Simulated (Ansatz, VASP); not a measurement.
NaH in VASP and in Ansatz

```
Na H
1.0
     0.00000    2.34425    2.34425
     2.34425    0.00000    2.34425
     2.34425    2.34425    0.00000
Na H
1 1
Direct
  0.00000 0.00000 0.00000
  0.50000 0.50000 0.50000
```

Alike in both runs: functional LDA; k mesh 8 × 8 × 8; occupations gaussian, width 0.02 eV; no spin polarisation.

Ansatz relaxed the structure, and its values are those at the end. VASP's run is a single point on that final structure, the one shown.

```csv
,VASP,Ansatz
version,VASP 6.6.1,Ansatz 0.2.0
potentials or method,"VASP PAW LDA potentials, release 64 (Na_pv, H)","scalar-relativistic, plane waves, PAW"
plane-wave cutoff (eV),520,420
valence electrons in the cell,8,10
```

```tsv
	VASP	Ansatz	Ansatz less VASP
gap on the k mesh at the Fermi level (eV)	3.55	3.55	+0.002
least direct gap on the mesh (eV)	4.51	4.51	+0.005
pressure (GPa)	0.0	0.0	+0.04
```

The two sets of potentials don't hold the same shells in valence.

A k mesh can miss the band edges.
